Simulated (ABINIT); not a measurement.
MgO:

```
Mg O
1.0
     0.00000    2.09700    2.09700
     2.09700    0.00000    2.09700
     2.09700    2.09700    0.00000
Mg O
1 1
Direct
  0.00000 0.00000 0.00000
  0.50000 0.50000 0.50000
```

The cell is a database's computed one.

Base run:

```yaml
Program: ABINIT 10.8.3 (patched build)
Functional: r2SCAN
Potentials_or_basis: JTH PAW LDA v2.0
Cutoff: 762 eV
k_mesh: 11 × 11 × 11
Occupations: fermi-dirac, width 0.05 eV
Spin: no spin polarisation
```

Its results: band gap on the k mesh 5.78 eV, direct; pressure 1.2 GPa.

After a change of settings the same cell gave: band gap on the k mesh 5.77 eV, direct; pressure 1.7 GPa. Which change was it?
A. functional from r2SCAN to PBEsol; potentials or basis from JTH PAW LDA v2.0 to PseudoDojo NC SR PBEsol v0.4.1 standard; cutoff from 762 eV to 1143 eV
B. functional from r2SCAN to LDA; potentials or basis from JTH PAW LDA v2.0 to PseudoDojo NC SR LDA v0.4.1 standard; cutoff from 762 eV to 1143 eV
C. functional from r2SCAN to PBEsol; potentials or basis from JTH PAW LDA v2.0 to PseudoDojo NC SR PBEsol v0.4 stringent; cutoff from 762 eV to 1252 eV
D. potentials or basis from JTH PAW LDA v2.0 to JTH PAW PBE v2.0

D.

Caveats: the PAW data sets were made with another functional, which shifts forces and pressure a little.

Runs at the PBE level aren't shown here.
